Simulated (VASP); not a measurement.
# ZnO (P6_3mc) in VASP: Born charges and dielectric tensor with PBE

Aim: the Born charges and dielectric tensor of ZnO with PBE.

All numbers are computed with VASP 6.6.1; they aren't measurements. Logs are shortened: lines on timing, memory, paths and dates and some standing lists are left out, and cuts for length are marked.

**What was measured.**

“Electronic structure of alkaline earth and post-transition metal oxides”, 2009, arxiv:0908.1581 quotes, for a bulk crystal of ZnO: band gap 3.37 eV.

How close the calculation comes is told below.

### 1 The structure

The structure is hexagonal, space group P6_3mc (No. 186). Conventional cell: a = 3.287 Å, b = 3.287 Å, c = 5.304 Å, α = 90.00°, β = 90.00°, γ = 120.00°. Zn (site symmetry 3m) is surrounded by 4 O at 2.00 to 2.01 Å. O (site symmetry 3m) has 4 Zn at 2.00 to 2.01 Å as nearest neighbours.

### 2 Born charges and dielectric tensor, PBE

File INCAR:

```
SYSTEM = ZnO
ALGO = Normal
EDIFF = 1E-8
ENCUT = 520
GGA = PE
IBRION = 8
ISIF = 2
ISMEAR = 0
KPAR = 4
LASPH = .True.
LCHARG = .False.
LEPSILON = .True.
LREAL = .False.
LWAVE = .False.
NELM = 80
NSW = 1
PREC = Accurate
SIGMA = 0.02
```

File KPOINTS:

```
k-points
0
Gamma
  6 6 4
  0 0 0
```

File POSCAR:

```
ZnO                                     
1.0
    3.2872386793      0.0000000000      0.0000000000
   -1.6436193396      2.8468322018      0.0000000000
    0.0000000000      0.0000000000      5.3043963465
  Zn              O             
     2     2
Direct
     0.3333333300000021    0.6666666699999979    0.4999438477315379
     0.6666666699999979    0.3333333300000021    0.9999438477315380
     0.6666666699999979    0.3333333300000021    0.3790661522684631
     0.3333333300000021    0.6666666699999979    0.8790661522684630
```

Potentials or basis: VASP PAW PBE potentials, release 64 (Zn, O).

Run with:

```sh
> cat potpaw_PBE.64/Zn/POTCAR potpaw_PBE.64/O/POTCAR > POTCAR
> mpirun -np 4 vasp_std > vasp.out
```

OUTCAR:

```text
SYSTEM = ZnO
   EDIFF = 1E-8
   ENCUT = 520
   GGA = PE
   IBRION = 8
   ISIF = 2
   ISMEAR = 0
   LASPH = .True.
   LEPSILON = .True.
   LREAL = .False.
   NELM = 80
   NSW = 1
   PREC = Accurate

 ion  position               nearest neighbor table
   1  0.333  0.667  0.500-   3 2.00   3 2.00   3 2.00   4 2.01
   2  0.667  0.333  1.000-   4 2.00   4 2.00   4 2.00   3 2.01
   3  0.667  0.333  0.379-   1 2.00   1 2.00   1 2.00   2 2.01
   4  0.333  0.667  0.879-   2 2.00   2 2.00   2 2.00   1 2.01

  LATTYP: Found a hexagonal cell.
 ALAT       =     3.2872386793
 C/A-ratio  =     1.6136328585

  Lattice vectors:

 A1 = (   3.2872386793,   0.0000000000,   0.0000000000)
 A2 = (  -1.6436193396,   2.8468322018,   0.0000000000)
 A3 = (   0.0000000000,   0.0000000000,   5.3043963465)

Analysis of symmetry for initial positions (statically):
=====================================================================
 Subroutine PRICEL returns:
 Original cell was already a primitive cell.

 Routine SETGRP: Setting up the symmetry group for a
 hexagonal supercell.

 Subroutine GETGRP returns: Found 12 space group operations
 (whereof  6 operations were pure point group operations)
 out of a pool of 24 trial point group operations.

The static configuration has the point symmetry C_3v.
 The point group associated with its full space group is C_6v.

Analysis of symmetry for dynamics (positions and initial velocities):
=====================================================================
 Subroutine PRICEL returns:
 Original cell was already a primitive cell.

 Routine SETGRP: Setting up the symmetry group for a
 hexagonal supercell.

 Subroutine GETGRP returns: Found 12 space group operations
 (whereof  6 operations were pure point group operations)
 out of a pool of 24 trial point group operations.

The dynamic configuration has the point symmetry C_3v.
 The point group associated with its full space group is C_6v.

 Subroutine INISYM returns: Found 12 space group operations
 (whereof  6 operations are pure point group operations),
 and found     1 'primitive' translations

----------------------------------------------------------------------------------------

                                     Primitive cell

  volume of cell :      49.6397

  direct lattice vectors                    reciprocal lattice vectors
     3.287238679  0.000000000  0.000000000     0.304206691  0.175633815  0.000000000
    -1.643619340  2.846832202  0.000000000     0.000000000  0.351267630  0.000000000
     0.000000000  0.000000000  5.304396346     0.000000000  0.000000000  0.188522866

  length of vectors
     3.287238679  3.287238677  5.304396346     0.351267630  0.351267630  0.188522866

  position of ions in fractional coordinates (direct lattice)
     0.333333330  0.666666670  0.499943848
     0.666666670  0.333333330  0.999943848
     0.666666670  0.333333330  0.379066152
     0.333333330  0.666666670  0.879066152

  ion indices of the primitive-cell ions
   primitive index   ion index
                 1           1
                 2           2
                 3           3
[... 710 lines left out ...]
     0.00000  0.00000 -0.83340

[... ionic steps 4 to 9 ...]

--------------------------------------- Ionic step       10  -------------------------------------------

------------------------ aborting loop because EDIFF is reached ----------------------------------------

[... ionic steps 11 to 11 ...]

--------------------------------------- Ionic step       12  -------------------------------------------

 Free energy of the ion-electron system (eV)
  ---------------------------------------------------
  ---------------------------------------------------
  free energy    TOTEN  =        -0.37791123 eV

  energy without entropy =       -0.37791123

------------------------ aborting loop because EDIFF is reached ----------------------------------------

 INTERNAL STRAIN TENSOR  FOR ION    3  DIRECTION 3   (eV/Angst):
 -----------------------------------------------------------------------------
     3.76737  0.00000  0.00000
     0.00000  3.76737 -0.00000
    -0.00000 -0.00000 -7.45104

 MACROSCOPIC STATIC DIELECTRIC TENSOR (including local field effects in DFT)
 ------------------------------------------------------
           9.224958     0.000000     0.000000
           0.000000     9.224958     0.000000
           0.000000     0.000000     8.286041
 ------------------------------------------------------

 PIEZOELECTRIC TENSOR (including local field effects)  for field in x, y, z        (e  Angst)
          XX          YY          ZZ          XY          YZ          ZX
  --------------------------------------------------------------------------------
  x     0.00000     0.00000     0.00000     0.00000     0.00000     1.38100
  y     0.00000     0.00000     0.00000     0.00000     1.38100     0.00000
  z     1.28200     1.28200    -2.58210     0.00000     0.00000    -0.00000

 PIEZOELECTRIC TENSOR (including local field effects)  for field in x, y, z        (C/m^2)
          XX          YY          ZZ          XY          YZ          ZX
  --------------------------------------------------------------------------------
  x     0.00000     0.00000     0.00000     0.00000     0.00000     0.44573
  y     0.00000     0.00000     0.00000     0.00000     0.44573     0.00000
  z     0.41378     0.41378    -0.83340     0.00000     0.00000    -0.00000

 BORN EFFECTIVE CHARGES (including local field effects) (in |e|, cummulative output)
 ---------------------------------------------------------------------------------
 ion    1
    1     2.25654     0.00000     0.00000
    2     0.00000     2.25654     0.00000
    3     0.00000    -0.00000     2.27350
 ion    2
    1     2.25654     0.00000    -0.00000
    2     0.00000     2.25654     0.00000
    3     0.00000     0.00000     2.27350
 ion    3
    1    -2.25654    -0.00000     0.00000
    2    -0.00000    -2.25654    -0.00000
    3     0.00000     0.00000    -2.27350
 ion    4
    1    -2.25654    -0.00000     0.00000
    2    -0.00000    -2.25654     0.00000
    3    -0.00000    -0.00000    -2.27350

 INTERNAL STRAIN TENSOR FOR ION    4 for displacements in x,y,z  (eV/Angst):
          X           Y           Z          XY          YZ          ZX
  --------------------------------------------------------------------------------
  x    -0.00000     0.00000     0.00000    -6.97079     0.00000     3.57585
  y    -6.97079     6.97079     0.00000     0.00000     3.88952     0.00000
  z     3.76737     3.76737    -7.45104     0.00000    -0.00000     0.00000

 SECOND DERIVATIVES (NOT SYMMETRIZED)
 ------------------------------------
               1X          1Y          1Z          2X          2Y          2Z          3X          3Y          3Z          4X          4Y          4Z
  1X    -6.741868   -0.000000   -0.000000    0.294614    0.000000    0.000000    6.311740    0.000000   -0.000000    0.135514    0.000000    0.000000
  1Y    -0.000000   -6.741868    0.000000    0.000000    0.294614    0.000000    0.000000    6.311740    0.000000    0.000000    0.135514    0.000000
  1Z     0.000000    0.000000  -10.486137    0.000000    0.000000    4.696168    0.000000    0.000000    1.588162    0.000000    0.000000    4.201807
  2X     0.294614    0.000000    0.000000   -6.741868   -0.000000    0.000000    0.135514    0.000000   -0.000000    6.311740    0.000000    0.000000
  2Y     0.000000    0.294614    0.000000   -0.000000   -6.741868    0.000000    0.000000    0.135514    0.000000    0.000000    6.311740   -0.000000
  2Z    -0.000000   -0.000000    4.696168    0.000000    0.000000  -10.486137   -0.000000    0.000000    4.201807    0.000000    0.000000    1.588162
  3X     6.303070    0.000000    0.000000    0.118789    0.000000    0.000000   -7.305763   -0.000000    0.000000    0.883904    0.000000    0.000000
  3Y     0.000000    6.303070    0.000000    0.000000    0.118789    0.000000   -0.000000   -7.305763    0.000000    0.000000    0.883904    0.000000
  3Z     0.000000    0.000000    1.509491    0.000000    0.000000    4.228237    0.000000   -0.000000  -10.434531   -0.000000    0.000000    4.696803
  4X     0.118789    0.000000    0.000000    6.303070    0.000000   -0.000000    0.883904    0.000000    0.000000   -7.305763   -0.000000    0.000000
  4Y     0.000000    0.118789    0.000000    0.000000    6.303070    0.000000    0.000000    0.883904   -0.000000   -0.000000   -7.305763    0.000000
  4Z     0.000000   -0.000000    4.228237   -0.000000   -0.000000    1.509491    0.000000    0.000000    4.696803   -0.000000    0.000000  -10.434531

 Eigenvectors and eigenvalues of the dynamical matrix
 ----------------------------------------------------

   1 f  =   15.278359 THz    95.996761 2PiTHz  509.631200 cm-1    63.186187 meV
             X         Y         Z           dx          dy          dz
     -0.000000  1.897888  2.651900    -0.000000    0.000000   -0.080106
      1.643619  0.948944  5.304098     0.000000   -0.000000    0.080106
      1.643619  0.948944  2.010717     0.000000   -0.000000   -0.702555
     -0.000000  1.897888  4.662915    -0.000000    0.000000    0.702555
[... 71 lines left out ...]
  12 f/i=    0.018879 THz     0.118622 2PiTHz    0.629743 cm-1     0.078078 meV
             X         Y         Z           dx          dy          dz
     -0.000000  1.897888  2.651900     0.000000    0.000000    0.633237
      1.643619  0.948944  5.304098     0.000000    0.000000    0.633237
      1.643619  0.948944  2.010717     0.000000    0.000000    0.314660
     -0.000000  1.897888  4.662915     0.000000    0.000000    0.314660

--------------------------------------------------------------------------------------------------------

 MACROSCOPIC STATIC DIELECTRIC TENSOR IONIC CONTRIBUTION
 ------------------------------------------------------
           5.769430     0.000000     0.000000
           0.000000     5.769430     0.000000
           0.000000     0.000000     6.537912
 ------------------------------------------------------

 ELASTIC MODULI CONTR FROM IONIC RELAXATION (kBar)
 Direction    XX          YY          ZZ          XY          YZ          ZX
 --------------------------------------------------------------------------------
 XX        -550.8343    232.0844    314.5607     -0.0000     -0.0000      0.0000
 YY         232.0844   -550.8343    314.5607     -0.0000      0.0000     -0.0000
 ZZ         314.5607    314.5607   -620.8533      0.0000      0.0000      0.0000
 XY          -0.0000     -0.0000      0.0000   -391.4593      0.0000     -0.0000
 YZ          -0.0000     -0.0000      0.0000      0.0000   -138.1604     -0.0000
 ZX           0.0000     -0.0000      0.0000     -0.0000     -0.0000   -132.3943
 --------------------------------------------------------------------------------

 PIEZOELECTRIC TENSOR IONIC CONTR  for field in x, y, z        (C/m^2)
          XX          YY          ZZ          XY          YZ          ZX
  --------------------------------------------------------------------------------
  x     0.00000    -0.00000     0.00000     0.00000    -0.00000    -0.82238
  y    -0.00000     0.00000     0.00000     0.00000    -0.84010    -0.00000
  z    -0.96051    -0.96051     1.89577    -0.00000    -0.00000    -0.00000
```

It took 2.6 min on 4 MPI ranks of Intel Xeon Platinum 8259CL at 2.50GHz (Skylake/Cascade Lake), shared host; peak memory 0.37 GiB.

Results:

```yaml
Band_gap_on_the_k_mesh: 0.72 eV, direct
Electronic_dielectric_tensor_diagonal: 9.22, 9.22, 8.29
Born_charges_mean_of_the_diagonal: Zn +2.26; O -2.26 e
Highest_phonon_frequency_at_Γ_LO-TO_splitting_left_out: 510 cm⁻¹
```

Phonon frequencies in cm⁻¹ (negative: imaginary):
```csv
q point,frequencies
"(0.000, 0.000, 0.000)",-1 0 0 93 93 246 349 369 369 400 400 510
```

Electronic dielectric tensor:
```
9.22 0.00 0.00
0.00 9.22 0.00
0.00 0.00 8.29
```

Born effective charge tensors (e):
atom 1, Zn
```
2.26 0.00 0.00
0.00 2.26 0.00
0.00 0.00 2.27
```
atom 2, Zn
```
2.26 0.00 0.00
0.00 2.26 0.00
0.00 0.00 2.27
```
atom 3, O
```
-2.26  0.00  0.00
 0.00 -2.26  0.00
 0.00  0.00 -2.27
```
atom 4, O
```
-2.26  0.00  0.00
 0.00 -2.26  0.00
 0.00  0.00 -2.27
```

### 3 Comparison with measurements

Step 2. Measured gap of ZnO: 3.37 eV (quoted in “Electronic structure of alkaline earth and post-transition metal oxides”, 2009, arxiv:0908.1581). This calculation gives 0.72 eV (-2.65 eV). So large a miss can be the level of theory's own, or it may mean another phase, state or a wrong row. The value is that of PBE, without temperature or zero-point motion. Semilocal functionals fall short of measured gaps as a rule.
